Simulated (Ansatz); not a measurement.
Runs of Ansatz 0.2.0 on Sb. The structure is monoclinic, space group P2_1/m (No. 11). Conventional cell: a = 4.528 Å, b = 4.421 Å, c = 6.500 Å, α = 90.00°, β = 101.72°, γ = 90.00°. Around Sb (site symmetry m) lie 3 Sb at 2.92 to 2.98 Å. Sb (site symmetry m) is surrounded by 3 Sb at 2.92 to 2.98 Å. This isn't the form of Sb at room conditions, which is rhombohedral.

```tsv
task	level	spin	cutoff (eV)	points for each segment of the path	gap on the mesh (eV)	pressure (GPa)	largest force (eV/Å)
band structure	r2SCAN	off	500	14	none	-0.7	0.34
band structure	LDA	off	420	14	none	(c)	0.24
band structure	PBEsol	off	420	14	none	(a)	0.14
band structure	PBEsol	SOC, no magnetisation	420	14	none	(b)	0.13
```

Alike in all rows: potentials or basis Ansatz PAW; cell as given; k mesh 6 × 6 × 4; smearing fermi-dirac 0.05 eV.

Fill in the values left out.

(a) -2.4; (b) -2.3; (c) -3.4.

Caveats: the PAW data sets come from PBE, with cores solved anew for the run's functional, which leaves a small shift of forces and pressure; spin-orbit coupling is left out, which moves the levels of the heavy elements (some runs).

A k mesh can miss the band edges, and rows without SOC leave out spin-orbit coupling on Sb.

A gap of «none» marks a metal or a gap under the smearing width.
